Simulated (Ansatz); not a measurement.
# Titanium, hcp under PBEsol: structure, energy and stiffness

The plan for titanium in the hcp structure: relax it, solve it on a dense k-mesh, switch on spin-orbit coupling, then scale the cell to 7 volumes from 88 to 112 % of the relaxed one and try a fit of the equation of state. The start is ferromagnetic. The k-meshes are 12×12×7 for the relaxation; 20×20×11 for the dense run; 12×12×7 for spin-orbit coupling; 20×20×11 for the volumes. The starting cell is the deposited one, from the Crystallography Open Database.

Method: DFT PBEsol, plane waves (420 eV) with PAW, scalar-relativistic; PBE-made PAW files, in Ansatz 0.2.0.

### 1 Starting point

The structure is hexagonal, space group P6_3/mmc (No. 194). The conventional cell has a = 2.950 Å, b = 2.950 Å, c = 4.686 Å, α = 90.00°, β = 90.00°, γ = 120.00°. Around Ti (site symmetry -6m2) lie 12 Ti at 2.90 to 2.95 Å.

Coordinates:

```
Ti
1.0
     2.95000    0.00000    0.00000
    -1.47500    2.55477    0.00000
     0.00000    0.00000    4.68600
Ti
2
Cartesian
  0.0000 1.7032 1.1715
  1.4750 0.8516 3.5145
```

Starting moments (μB): +1 ×2.

### 2 Relaxing cell and atoms

Contents of input.yaml:

```yaml
crystal:
  lattice:
    - [2.9499978604, 0.0, 0.0]
    - [-1.4749989302, 2.5547730882, 0.0]
    - [0.0, 0.0, 4.686]
  atoms:
    - { symbol: Ti, position: [0.3333333333, 0.6666666667, 0.25], spin: 1.0 }
    - { symbol: Ti, position: [0.6666666667, 0.3333333333, 0.75], spin: 1.0 }
hamiltonian:
  xc: pbesol
  pseudopotentials:
    kind: paw
    azcp:
      Ti: "pseudopotentials/Ti.paw.azcp"
basis:
  ecutwfc: 420
  fft_grid_basis: typed
kpoints:
  mp_grid: { grid: [12, 12, 7], shift: [0, 0, 0] }
magnetization:
  spin_polarized: true
scf:
  occupations: { method: fermi_dirac, width: 0.05 }
relax:
  max_steps: 60
  f_tol: 0.01
  cell: {}
```

Output:

```text
Warning: <dir> the record states the generating functional pbe (its physics header spells it `PBE`), which answers neither for hamiltonian.xc's functional nor for the pbesol family's — results may be inconsistent (PPs are generated against a specific XC)
Warning: RAYON_NUM_THREADS=4 ignored (pool sized by the plan → 4); use --threads N
Engine: ansatz 0.2.0, aarch64-unknown-linux-gnu
Pseudopotentials: kind: paw
Pseudopotential: Ti, paw, valence charge 12, recommended cutoff 420 eV (normal), <dir>
Functional definition: PBEsol
  exchange = pbesol_x
  correlation = pbesol_c
Crystal: 2 atoms, lattice volume = 35.316 Å³
Basis set: ecut = 420 eV, 687 PW (Γ), exchange–correlation on 40×40×64 points (8 copies of the dense FFT grid, shifted against one another)
Bands: 17, of which v1, the nominal top of the filled ones, is band 12 counted from 1 (11 counted from 0)
Symmetry: 24 space group operations
Space group: P63/mmc (ITA 194), of the structure as read, at distance tolerance 3.3e-5 Å
Magnetic group: BNS 194.263 (UNI 1493), of the structure as read, at distance tolerance 3.3e-5 Å
k-points: 76 of 1008
Non-local potential: Ti, projectors of the file, l = 0: 3, l = 1: 2, l = 2: 3, l = 3: 1
PAW form: soft (Blöchl's): semilocal exchange-correlation on the pseudo side does not see the compensation charge
PAW frozen core: Ti, regenerated for the run's functional, and the local potential with it (the file was generated under x = pbe(κ = 0.804, μ = 0.2195149727645171), c = pbe(β = 0.06672455060314922))
PAW one-centre angular grid: Ti, 590 points (default); XC on 64 Gauss nodes
Initial density: superposition of atomic densities (chi_scale 0.1, normalization cell)
Starting moments: Σ|m| = 2 μB on 2 of 2 sites
Initial wavefunctions: pseudopotential atomic-orbital guess
Functional: x = pbesol(κ = 0.804, μ = 0.12345679012345678), c = pbesol(β = 0.046)
SCF iter   1: F=—  HF=-4948.014996 eV  |F-HF|=—  |Δ(HF+E_count)|=         —  Δρ=5.99e-2 (↑5.99e-2 ↓1.66e-2)  dr2=1.37e0  dr2_m=3.36e-1  M=1.019 μB ∫|m|=1.019 μB  β_m=0.30  ethr=3.10e-3  ⟨swp⟩=4.3  Hψ=10825  notcnv=0
Mixer restart at iter 1: flushing history
preconditioner: auto → none  [metal: Δε(μ)=0.001 eV  Ē_g=3.764 eV  σ=0.050 eV  W_gap=0.00  n_scr=8 (ndim 8)  ℏωp=17.7 eV  f_vac=0.000  D(μ)=3.17/eV (n_scr^D=36)  sad-step TF]
SCF iter   2: F=—  HF=-4947.596597 eV  |F-HF|=—  |Δ(HF+E_count)|=   4.18e-1  Δρ=4.14e-2 (↑4.14e-2 ↓1.53e-2)  dr2=5.48e-1  dr2_m=2.04e-1  M=0.889 μB ∫|m|=0.889 μB  β_m=0.60  ethr=3.10e-3  ⟨swp⟩=2.0  Hψ=4458  notcnv=0  defer=30
SCF iter   3: F=—  HF=-4947.654014 eV  |F-HF|=—  |Δ(HF+E_count)|=   5.74e-2  Δρ=1.06e-2 (↑1.06e-2 ↓9.64e-3)  dr2=4.48e-3  dr2_m=3.19e-2  M=0.465 μB ∫|m|=0.465 μB  β_m=0.80  ethr=2.28e-3  ⟨swp⟩=2.2  Hψ=4099  notcnv=0  defer=30
SCF iter   4: F=—  HF=-4947.764392 eV  |F-HF|=—  |Δ(HF+E_count)|=         —  Δρ=6.27e-3 (↑6.27e-3 ↓4.35e-3)  dr2=2.03e-3  dr2_m=8.88e-3  M=0.062 μB ∫|m|=0.063 μB  β_m=0.80  ethr=1.87e-5  ⟨swp⟩=2.2  Hψ=5346  notcnv=0  defer=15
Mixer restart at iter 4: flushing history
SCF iter   5: F=—  HF=-4947.765827 eV  |F-HF|=—  |Δ(HF+E_count)|=   1.43e-3  Δρ=2.92e-3 (↑1.27e-3 ↓2.92e-3)  dr2=1.94e-3  dr2_m=1.14e-3  M=0.025 μB ∫|m|=0.025 μB  β_m=0.87  ethr=8.46e-6  ⟨swp⟩=2.0  Hψ=5155  notcnv=0  defer=15
SCF iter   6: F=—  HF=-4947.765713 eV  |F-HF|=—  |Δ(HF+E_count)|=   1.14e-4  Δρ=1.93e-3 (↑1.93e-3 ↓1.06e-3)  dr2=2.58e-3  dr2_m=1.28e-4  M=0.009 μB ∫|m|=0.009 μB  β_m=0.72  ethr=8.08e-6  ⟨swp⟩=2.0  Hψ=5177  notcnv=0  defer=15
SCF iter   7: F=—  HF=-4947.765165 eV  |F-HF|=—  |Δ(HF+E_count)|=   5.48e-4  Δρ=7.71e-5 (↑5.85e-5 ↓7.71e-5)  dr2=1.43e-7  dr2_m=1.45e-6  M=0.001 μB ∫|m|=0.002 μB  β_m=0.85  ethr=8.08e-6  ⟨swp⟩=2.1  Hψ=4919  notcnv=0  defer=14
SCF iter   8: F=—  HF=-4947.765168 eV  |F-HF|=—  |Δ(HF+E_count)|=   3.21e-6  Δρ=2.51e-5 (↑2.51e-5 ↓1.13e-5)  dr2=7.27e-8  dr2_m=9.44e-8  M=0.000 μB ∫|m|=0.000 μB  β_m=0.87  ethr=5.94e-10  ⟨swp⟩=2.1  Hψ=4617  notcnv=0  defer=13
SCF iter   9: F=—  HF=-4947.765168 eV  |F-HF|=—  |Δ(HF+E_count)|=   1.82e-7  Δρ=2.74e-6 (↑2.40e-6 ↓2.74e-6)  dr2=9.85e-10  dr2_m=1.88e-9  M=-0.000 μB ∫|m|=0.000 μB  β_m=0.88  ethr=3.03e-10  ⟨swp⟩=2.1  Hψ=4314  notcnv=0  defer=13
SCF iter  10: F=—  HF=-4947.765168 eV  |F-HF|=—  |Δ(HF+E_count)|=   9.09e-9  Δρ=6.59e-7 (↑5.17e-7 ↓6.59e-7)  dr2=1.71e-10  dr2_m=7.36e-11  M=-0.000 μB ∫|m|=0.000 μB  β_m=0.94  ethr=4.11e-12  ⟨swp⟩=2.0  Hψ=4271  notcnv=0  defer=13
SCF iter  11: F=-4947.765168 eV  HF=-4947.765168 eV  |F-HF|=1.82e-12  |Δ(HF+E_count)|=  6.64e-10  Δρ=9.08e-8 (↑9.08e-8 ↓7.45e-8)  dr2=4.56e-12  dr2_m=6.60e-13  M=-0.000 μB ∫|m|=0.000 μB  ethr=1.00e-12  ⟨swp⟩=1.0  Hψ=7450  notcnv=0
WARN: the starting moments were not kept: the SCF closed with an absolute magnetisation of 1.1e-6 μB, where they sum to 2 μB in size (2 sites). That is at most 0.1 of that sum. Measured as dr2_m measures the in/out step, that magnetisation stands 1.1e-13 eV from none, at or under the dr2_threshold of 1.0e-7 eV: it is no larger than a step whose dr2_m would equal this threshold. The system may hold no moment; this SCF shows only that its start led to no more than that. To try another start: raise the starting moments (crystal.atoms[].spin, magnetization.per_species, magnetization.initial_magnetization, or on a non-collinear deck that types none of these the spinor_matrix: blocks that start its atoms; where the total moment is fixed, keep their sum and leave initial_magnetization as it is; typed ones take the place of any that the run laid by itself, positive ones on a crystal's lanthanoids without a Hubbard term where scf.initial_density.shell_occupations: [] is typed) or, if the notice of its spin-set hold's release reads "site moments contracting" or "site moments show no strong build", lengthen the hold (scf.mixing.spin_hold: { on: { confirm: 4 } }; for m-r²SCAN on two components see the key's manual first). Each may lead to a state that holds a moment. A second SCF, from the converged charge density, with the starting moments and any scf.initial_density.shell_occupations laid on it anew, would have followed, and was not run: the deck does not ask for one (magnetization.retry_lost_moments is false, the default). To let it run, set magnetization.retry_lost_moments: true and run the deck again, where that key's refused combinations let it; where memory then withholds it, that run's warning says so.
SCF 1 converged in 11 iterations: F = -4947.765168 eV  dr2 = 4.56e-12
relax step   1: F+E_penalty+E_count = -4947.76516819 eV  Δ(F+E_penalty+E_count) = +0.000e0 eV  max|allowed force component| = 1.388e-16 eV/Å  Δτ_max = 0.0000 Å  P = -5.854 GPa  Ω = 35.316 Å³  (11 SCF iters, dr2 threshold 1.00e-7 eV, accepted)
Crystal: 2 atoms, lattice volume = 31.222 Å³
Basis set: ecut = 420 eV, 615 PW (Γ), exchange–correlation on 40×40×64 points (8 copies of the dense FFT grid, shifted against one another)
Initial density: handed on by an earlier stage of this run
Starting moments: Σ|m| = 2 μB on 2 of 2 sites; this step starts from the density that it was given
Initial wavefunctions: those handed on with the density
iter 1 solved again at ethr=4.73e-5 eV; its pass at ethr=3.10e-3 eV (dr2=1.14e-2 eV) is discarded
SCF iter   1: F=—  HF=-4947.692707 eV  |F-HF|=—  |Δ(HF+E_count)|=         —  Δρ=6.78e-3 (↑6.78e-3 ↓3.46e-3)  dr2=1.16e-2  dr2_m=5.66e-3  M=0.077 μB ∫|m|=0.077 μB  β_m=0.30  ethr=4.73e-5  ⟨swp⟩=1.0  Hψ=16652  notcnv=0
preconditioner: auto → none  [metal: Δε(μ)=0.016 eV  Ē_g=3.598 eV  σ=0.050 eV  W_gap=0.08  n_scr=8 (ndim 8)  ℏωp=18.8 eV  f_vac=0.000  D(μ)=1.91/eV (n_scr^D=22)]
SCF iter   2: F=—  HF=-4947.703192 eV  |F-HF|=—  |Δ(HF+E_count)|=   1.05e-2  Δρ=4.25e-3 (↑4.25e-3 ↓2.96e-3)  dr2=1.43e-3  dr2_m=3.34e-3  M=0.061 μB ∫|m|=0.061 μB  β_m=0.43  ethr=4.73e-5  ⟨swp⟩=2.0  Hψ=3911  notcnv=0
SCF iter   3: F=—  HF=-4947.729217 eV  |F-HF|=—  |Δ(HF+E_count)|=   2.60e-2  Δρ=2.06e-3 (↑1.88e-3 ↓2.06e-3)  dr2=1.27e-4  dr2_m=1.05e-3  M=0.034 μB ∫|m|=0.034 μB  β_m=0.68  ethr=5.95e-6  ⟨swp⟩=2.3  Hψ=3831  notcnv=0
SCF iter   4: F=—  HF=-4947.738561 eV  |F-HF|=—  |Δ(HF+E_count)|=         —  Δρ=4.67e-4 (↑3.78e-4 ↓4.67e-4)  dr2=1.91e-5  dr2_m=4.65e-5  M=0.005 μB ∫|m|=0.005 μB  β_m=0.68  ethr=5.29e-7  ⟨swp⟩=2.0  Hψ=4804  notcnv=0
Mixer restart at iter 4: flushing history
SCF iter   5: F=—  HF=-4947.738562 eV  |F-HF|=—  |Δ(HF+E_count)|=   5.37e-7  Δρ=2.10e-4 (↑2.10e-4 ↓1.62e-4)  dr2=1.67e-6  dr2_m=9.21e-6  M=0.002 μB ∫|m|=0.002 μB  β_m=0.84  ethr=7.97e-8  ⟨swp⟩=2.5  Hψ=3942  notcnv=0
SCF iter   6: F=—  HF=-4947.738563 eV  |F-HF|=—  |Δ(HF+E_count)|=   1.12e-6  Δρ=1.04e-4 (↑6.40e-5 ↓1.04e-4)  dr2=6.89e-6  dr2_m=2.94e-7  M=0.001 μB ∫|m|=0.001 μB  β_m=0.68  ethr=6.95e-9  ⟨swp⟩=2.0  Hψ=4508  notcnv=0
SCF iter   7: F=—  HF=-4947.738561 eV  |F-HF|=—  |Δ(HF+E_count)|=   1.95e-6  Δρ=1.16e-5 (↑1.16e-5 ↓9.93e-6)  dr2=2.71e-8  dr2_m=2.67e-8  M=0.000 μB ∫|m|=0.000 μB  β_m=0.81  ethr=6.95e-9  ⟨swp⟩=2.0  Hψ=4508  notcnv=0
iter 8 did not close the SCF: its close was put off for a magnetic moment that had not settled (scf_convergence_deferred on its scf_iter line)
SCF iter   8: F=-4947.738561 eV  HF=-4947.738561 eV  |F-HF|=6.18e-10  |Δ(HF+E_count)|=   3.12e-8  Δρ=1.45e-6 (↑9.55e-7 ↓1.45e-6)  dr2=1.51e-10  dr2_m=3.64e-10  M=0.000 μB ∫|m|=0.000 μB  β_m=0.84  ethr=1.13e-10  ⟨swp⟩=1.2  Hψ=6510  notcnv=0
SCF iter   9: F=-4947.738561 eV  HF=-4947.738561 eV  |F-HF|=5.09e-11  |Δ(HF+E_count)|=  9.41e-10  Δρ=3.49e-7 (↑3.49e-7 ↓2.91e-7)  dr2=1.13e-11  dr2_m=2.47e-11  M=0.000 μB ∫|m|=0.000 μB  ethr=1.00e-12  ⟨swp⟩=1.0  Hψ=7745  notcnv=0
the starting moments were not kept: the SCF closed with an absolute magnetisation of 9.5e-6 μB, where they sum to 2 μB in size (2 sites). That is at most 0.1 of that sum. Measured as dr2_m measures the in/out step, that magnetisation stands 1.0e-11 eV from none, at or under the dr2_threshold of 2.0e-7 eV: it is no larger than a step whose dr2_m would equal this threshold.
SCF 2 converged in 9 iterations: F = -4947.738561 eV  dr2 = 1.13e-11
relax step   2: F+E_penalty+E_count = -4947.73856084 eV  Δ(F+E_penalty+E_count) = +2.661e-2 eV  max|allowed force component| = 1.480e-16 eV/Å  Δτ_max = 0.0000 Å  P = +9.335 GPa  Ω = 31.222 Å³  energy of the carried Pulay correction = +2.458e-4 eV  (9 SCF iters, dr2 threshold 2.00e-7 eV, rejected (line search))
Crystal: 2 atoms, lattice volume = 33.620 Å³
Basis set: ecut = 420 eV, 639 PW (Γ), exchange–correlation on 40×40×64 points (8 copies of the dense FFT grid, shifted against one another)
iter 1 solved again at ethr=1.92e-5 eV; its pass at ethr=3.10e-3 eV (dr2=4.60e-3 eV) is discarded
SCF iter   1: F=—  HF=-4947.781510 eV  |F-HF|=—  |Δ(HF+E_count)|=         —  Δρ=3.82e-3 (↑3.82e-3 ↓2.04e-3)  dr2=4.72e-3  dr2_m=1.87e-3  M=-0.066 μB ∫|m|=0.066 μB  β_m=0.30  ethr=1.92e-5  ⟨swp⟩=1.0  Hψ=16417  notcnv=0
preconditioner: auto → none  [metal: Δε(μ)=0.006 eV  Ē_g=3.193 eV  σ=0.050 eV  W_gap=0.03  n_scr=8 (ndim 8)  ℏωp=18.1 eV  f_vac=0.000  D(μ)=2.33/eV (n_scr^D=22)]
SCF iter   2: F=—  HF=-4947.785431 eV  |F-HF|=—  |Δ(HF+E_count)|=   3.92e-3  Δρ=2.49e-3 (↑2.49e-3 ↓1.76e-3)  dr2=5.07e-4  dr2_m=1.25e-3  M=-0.049 μB ∫|m|=0.049 μB  β_m=0.41  ethr=1.92e-5  ⟨swp⟩=2.1  Hψ=3746  notcnv=0
SCF iter   3: F=—  HF=-4947.795785 eV  |F-HF|=—  |Δ(HF+E_count)|=   1.04e-2  Δρ=1.40e-3 (↑1.28e-3 ↓1.40e-3)  dr2=6.75e-5  dr2_m=5.20e-4  M=-0.026 μB ∫|m|=0.026 μB  β_m=0.70  ethr=2.11e-6  ⟨swp⟩=2.5  Hψ=3752  notcnv=0
SCF iter   4: F=—  HF=-4947.800306 eV  |F-HF|=—  |Δ(HF+E_count)|=         —  Δρ=3.61e-4 (↑2.37e-4 ↓3.61e-4)  dr2=1.28e-5  dr2_m=2.61e-5  M=-0.004 μB ∫|m|=0.004 μB  β_m=0.70  ethr=2.81e-7  ⟨swp⟩=2.0  Hψ=4657  notcnv=0
Mixer restart at iter 4: flushing history
SCF iter   5: F=—  HF=-4947.800332 eV  |F-HF|=—  |Δ(HF+E_count)|=   2.60e-5  Δρ=1.71e-4 (↑1.71e-4 ↓1.04e-4)  dr2=3.04e-6  dr2_m=5.17e-6  M=-0.002 μB ∫|m|=0.002 μB  β_m=0.80  ethr=5.35e-8  ⟨swp⟩=2.1  Hψ=4312  notcnv=0
SCF iter   6: F=—  HF=-4947.800331 eV  |F-HF|=—  |Δ(HF+E_count)|=   6.60e-7  Δρ=9.47e-5 (↑3.92e-5 ↓9.47e-5)  dr2=3.54e-6  dr2_m=7.41e-7  M=-0.001 μB ∫|m|=0.001 μB  β_m=0.76  ethr=1.27e-8  ⟨swp⟩=2.0  Hψ=4523  notcnv=0
SCF iter   7: F=—  HF=-4947.800331 eV  |F-HF|=—  |Δ(HF+E_count)|=   1.36e-7  Δρ=4.79e-6 (↑4.79e-6 ↓3.38e-6)  dr2=4.40e-9  dr2_m=4.10e-9  M=-0.000 μB ∫|m|=0.000 μB  β_m=0.83  ethr=1.27e-8  ⟨swp⟩=2.0  Hψ=4044  notcnv=0
SCF iter   8: F=—  HF=-4947.800331 eV  |F-HF|=—  |Δ(HF+E_count)|=   1.83e-8  Δρ=1.23e-6 (↑9.70e-7 ↓1.23e-6)  dr2=3.73e-10  dr2_m=2.85e-10  M=-0.000 μB ∫|m|=0.000 μB  β_m=0.86  ethr=1.83e-11  ⟨swp⟩=2.0  Hψ=4510  notcnv=0
SCF iter   9: F=—  HF=-4947.800331 eV  |F-HF|=—  |Δ(HF+E_count)|=   1.12e-9  Δρ=2.03e-7 (↑1.96e-7 ↓2.03e-7)  dr2=2.95e-12  dr2_m=1.15e-11  M=-0.000 μB ∫|m|=0.000 μB  β_m=0.93  ethr=1.56e-12  ⟨swp⟩=2.1  Hψ=4187  notcnv=0
SCF iter  10: F=-4947.800331 eV  HF=-4947.800331 eV  |F-HF|=0.00e0  |Δ(HF+E_count)|=  3.09e-11  Δρ=2.44e-8 (↑2.44e-8 ↓2.03e-8)  dr2=1.02e-13  dr2_m=1.19e-13  M=-0.000 μB ∫|m|=0.000 μB  ethr=1.00e-12  ⟨swp⟩=3.0  Hψ=9430  notcnv=0
the starting moments were not kept: the SCF closed with an absolute magnetisation of 5.4e-7 μB, where they sum to 2 μB in size (2 sites). That is at most 0.1 of that sum. Measured as dr2_m measures the in/out step, that magnetisation stands 2.9e-14 eV from none, at or under the dr2_threshold of 2.0e-11 eV: it is no larger than a step whose dr2_m would equal this threshold.
SCF 3 converged in 10 iterations: F = -4947.800331 eV  dr2 = 1.02e-13
relax step   3: F+E_penalty+E_count = -4947.80033093 eV  Δ(F+E_penalty+E_count) = -3.516e-2 eV  max|allowed force component| = 2.868e-16 eV/Å  Δτ_max = 0.0000 Å  P = -0.544 GPa  Ω = 33.620 Å³  energy of the carried Pulay correction = +9.842e-5 eV  (10 SCF iters, accepted)
[... 12 lines left out ...]
relax step   4: F+E_penalty+E_count = -4947.80062478 eV  Δ(F+E_penalty+E_count) = -2.939e-4 eV  max|allowed force component| = 4.163e-16 eV/Å  Δτ_max = 0.0000 Å  P = +0.042 GPa  Ω = 33.455 Å³  energy of the carried Pulay correction = +1.083e-4 eV  (6 SCF iters, dr2 threshold 2.00e-7 eV, accepted)
[... 10 lines left out ...]
relax step   5: F+E_penalty+E_count = -4947.80062841 eV  Δ(F+E_penalty+E_count) = -3.632e-6 eV  max|allowed force component| = 1.480e-16 eV/Å  Δτ_max = 0.0000 Å  P = +0.005 GPa  Ω = 33.466 Å³  energy of the carried Pulay correction = +1.076e-4 eV  (5 SCF iters, dr2 threshold 1.11e-8 eV, accepted)
Initial wavefunctions: pseudopotential atomic-orbital guess (no wavefunctions were taken with the density)
iter 1 solved again at ethr=1.63e-9 eV; its pass at ethr=3.10e-3 eV (dr2=3.92e-7 eV) is discarded
SCF iter   1: F=—  HF=-4947.800518 eV  |F-HF|=—  |Δ(HF+E_count)|=         —  Δρ=1.71e-5 (↑1.71e-5 ↓1.71e-5)  dr2=5.31e-8  dr2_m=4.19e-13  M=-0.000 μB ∫|m|=0.000 μB  β_m=0.65  ethr=1.63e-9  ⟨swp⟩=2.9  Hψ=18087  notcnv=0
preconditioner: auto → none  [metal: Δε(μ)=0.010 eV  Ē_g=3.277 eV  σ=0.050 eV  W_gap=0.05  n_scr=2 (ndim 8)  ℏωp=18.2 eV  f_vac=0.000  D(μ)=2.15/eV (n_scr^D=22)]
SCF iter   2: F=—  HF=-4947.800518 eV  |F-HF|=—  |Δ(HF+E_count)|=   1.69e-8  Δρ=6.01e-6 (↑6.01e-6 ↓6.01e-6)  dr2=1.06e-8  dr2_m=1.09e-13  M=-0.000 μB ∫|m|=0.000 μB  β_m=0.53  ethr=2.21e-10  ⟨swp⟩=2.0  Hψ=4147  notcnv=0
SCF iter   3: F=—  HF=-4947.800518 eV  |F-HF|=—  |Δ(HF+E_count)|=   1.45e-8  Δρ=2.76e-6 (↑2.76e-6 ↓2.75e-6)  dr2=1.25e-9  dr2_m=4.27e-14  M=-0.000 μB ∫|m|=0.000 μB  β_m=0.59  ethr=4.42e-11  ⟨swp⟩=2.4  Hψ=3770  notcnv=0
SCF iter   4: F=—  HF=-4947.800518 eV  |F-HF|=—  |Δ(HF+E_count)|=   1.98e-9  Δρ=1.60e-7 (↑1.59e-7 ↓1.60e-7)  dr2=6.18e-12  dr2_m=6.36e-15  M=-0.000 μB ∫|m|=0.000 μB  β_m=0.75  ethr=5.22e-12  ⟨swp⟩=2.9  Hψ=4441  notcnv=0
SCF iter   5: F=-4947.800518 eV  HF=-4947.800518 eV  |F-HF|=9.09e-13  |Δ(HF+E_count)|=  7.37e-11  Δρ=3.54e-8 (↑3.54e-8 ↓3.45e-8)  dr2=1.79e-12  dr2_m=4.63e-16  M=-0.000 μB ∫|m|=0.000 μB  ethr=1.00e-12  ⟨swp⟩=3.0  Hψ=8233  notcnv=0
the starting moments were not kept: the SCF closed with an absolute magnetisation of 2.8e-8 μB, where they sum to 2 μB in size (2 sites). That is at most 0.1 of that sum. Measured as dr2_m measures the in/out step, that magnetisation stands 1.1e-16 eV from none, at or under the dr2_threshold of 2.0e-11 eV: it is no larger than a step whose dr2_m would equal this threshold.
SCF 6 converged in 5 iterations: F = -4947.800518 eV  dr2 = 1.79e-12
relax step   6: F+E_penalty+E_count = -4947.80051839 eV  Δ(F+E_penalty+E_count) = +1.100e-4 eV  max|allowed force component| = 1.665e-16 eV/Å  Δτ_max = 0.0000 Å  P = +0.008 GPa  Ω = 33.466 Å³  stress off target by 1.88e-2 GPa  SCF on the basis re-selected at this cell (its energy is not comparable with the rows above)  (5 SCF iters)
basis re-selected at this cell: Δ(F+E_penalty+E_count) = +1.100e-4 eV, ΔP = +0.004 GPa vs the last step (what re-selecting the basis moved, of the pressure what is left beyond the Pulay correction that the steps carried, after the strain that the cell walked since its last selection, with what the two solves' SCF thresholds leave and, on support functions, any second-order correction that the steps lacked; it is no measure of the basis error at this ecutwfc). This SCF's stress stands 1.88e-2 GPa from its target on what of the cell is left free (relax.cell.stress_tol is 5.00e-2 GPa) and its largest allowed force component is 1.67e-16 eV/Å (relax.f_tol is 1.00e-2 eV/Å): within both
SCF converged after 5 iterations
Magnetization: -0.0000 μB (12.0000 up, 12.0000 down)
Absolute magnetization: 0.0000 μB (∫|ρ↑−ρ↓|, with the PAW one-centre terms)
Spin contamination: 0.0000 ħ² per cell (⟨S²⟩ above its minimum at these occupations)
Per-site moments (μB) at R_I (Å): [(-1.0625939826451068e-9, 1.1723944523340502), (-1.062594085951979e-9, 1.1723944523340502)]
Free energy (F): -4947.800518 eV
Harris-Foulkes:  -4947.800518 eV  (|F-HF|=9.09e-13)
Internal energy: -4947.782689 eV  (E = F + TS)
E sigma→0 (E₀):  -4947.791604 eV
Entropy (-TS):   -0.017829 eV (-8.915 meV/atom)
Fermi energy:    13.851559 eV
--- Per-component energies (eV) ---
  E_band       = -300.363227
  E_kinetic    = 546.078589
  E_local      = -1585.323997  (includes V_loc(G=0)·N_el)
  E_nonlocal   = 18.760364
  E_hartree    = 652.488241
  E_xc         = -193.871953
  E_vxc        = -243.636507  (∫ρ·V_xc dr)
  E_paw        = -2045.102298  (= ΣΔE_a)
  E_vpaw       = -341.218427  (= ΣTr[D̂ρ^β])
  E_aug_tail   = 0.000212  (compensation charges beyond the density's cutoff)
  E_ewald      = -2341.090614
  E_core_change = 0.278769  (= ΣΔE_core)
  E_smearing   = -0.017829  (= −TS)
  E_closure    = 0.000000  (closes the sum)
  Σ components = -4947.800518   (vs F -4947.800518, Δ=0.00e0)
--- Forces (eV/Å), atoms counted from 1 ---
  atom   1  Ti     0.00000000    -0.00000000     0.00000000
  atom   2  Ti    -0.00000000     0.00000000    -0.00000000
  max |Σ_I F_I| component: 3.70e-17 eV/Å
--- Stress (GPa, compression-positive) ---
        0.018814       0.000000       0.000000
       -0.000000       0.018814       0.000000
        0.000000       0.000000      -0.012129
  P = ⅓ Tr σ = 0.0085 GPa (0.085 kbar)
--- Relaxed structure (5 steps of the walk, 4 accepted, 1 SCFs on fresh bases) ---
  F+E_penalty+E_count = -4947.80051839 eV   max|allowed force component| = 1.665e-16 eV/Å   (the final SCF, on the basis selected at the relaxed cell)
  cell:  # Å, volume = 33.4656 Å³
    - [2.9006741626600947, 0.0, 0.0]
    - [-1.4503370813300474, 2.512057512964797, 0.0]
    - [0.0, 0.0, 4.592726498908679]
  atoms:
    - { symbol: Ti, position: [0.3333333333333333, 0.6666666666666666, 0.25000000000000006] }
    - { symbol: Ti, position: [0.6666666666666666, 0.3333333333333333, 0.7500000000000001] }
```

It took 8.1 s on 4 threads of an Arm CPU, shared host; peak memory 0.37 GiB.

Step by step:

| step | energy change (meV/atom) | largest force (eV/Å) | pressure (GPa) | volume (Å³/atom) | accepted |
| --- | --- | --- | --- | --- | --- |
| 1 | 0.00 | 0.0000 | -5.85 | 17.658 | yes |
| 2 | 13.30 | 0.0000 | 9.33 | 15.611 | no |
| 3 | -17.58 | 0.0000 | -0.54 | 16.810 | yes |
| 4 | -17.73 | 0.0000 | 0.04 | 16.727 | yes |
| 5 | -17.73 | 0.0000 | 0.00 | 16.733 | yes |
| 6 | -17.68 | 0.0000 | 0.01 | 16.733 | yes |

Steps that repeat a cell are solved on a basis chosen anew, so their changes of energy are no gain of the relaxation.

Changes in the cell that was computed:

|  | before | after | change |
| --- | --- | --- | --- |
| a (Å) | 2.950 | 2.901 | -1.7 % |
| b (Å) | 2.950 | 2.901 | -1.7 % |
| c (Å) | 4.686 | 4.593 | -2.0 % |
| volume (Å³/atom) | 17.658 | 16.733 | -5.2 % |
| shortest distance (Å) | 2.897 | 2.842 | -1.9 % |
| space group (spins left aside) | P6_3/mmc | P6_3/mmc | same |

(Part 1 of 3 ends here.)
